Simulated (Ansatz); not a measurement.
Li2S under changes of volume

One of the cells (15.344 Å³/atom); the others are scaled copies at fixed shape and fractional positions:

```
CELL_PARAMETERS angstrom
0.00000 2.84450 2.84450
2.84450 0.00000 2.84450
2.84450 2.84450 0.00000
ATOMIC_POSITIONS crystal
S 0.00000 0.00000 0.00000
Li 0.75000 0.75000 0.75000
Li 0.25000 0.25000 0.25000
```

```yaml
Program: Ansatz 0.2.0
Functional: r2SCAN
Potentials_or_basis: Ansatz PAW
Cutoff: "500 eV (not typed: the program's choice for these potentials)"
k_mesh: 8 × 8 × 8
Occupations: fermi-dirac, width 0.05 eV
Spin: no spin polarisation
```

| volume (Å³/atom) | energy over the lowest point (meV/atom) | pressure (GPa) | gap on the mesh (eV) |
| --- | --- | --- | --- |
| 14.423 | 8.31 | 3.0 | 3.83 |
| 14.730 | 3.62 | 1.9 | 3.85 |
| 15.037 | 0.91 | 0.9 | 3.86 |
| 15.344 | 0.00 | 0.0 | 3.87 |
| 15.650 | 0.72 | -0.8 | 3.88 |
| 15.957 | ? | ? | ? |
| 16.264 | 6.45 | -2.2 | 3.90 |

Question: What does the run at 15.957 Å³/atom give?

Answer: Energy over the lowest point 2.91 meV/atom; pressure -1.5 GPa; gap on the mesh 3.89 eV.

Worked out: A Birch-Murnaghan fit of order 3 (a polynomial in V^(-2/3)) to the other rows has its minimum at 15.36 Å³/atom with B0 = V·E''(V) = 42 GPa and B' = 3.9. It gives 2.91 meV/atom at 15.957 Å³/atom, against the run's 2.91, and -dE/dV = -1.5 GPa, against -1.5. A straight line through the other rows of the gap, of slope 0.558 eV per unit of ln V, gives 3.89 eV, against the run's 3.89.

Energies are extrapolated to zero smearing.

Caveats: the PAW data sets come from PBE, with cores solved anew for the run's functional, which leaves a small shift of forces and pressure.

A mesh can miss the band edges.
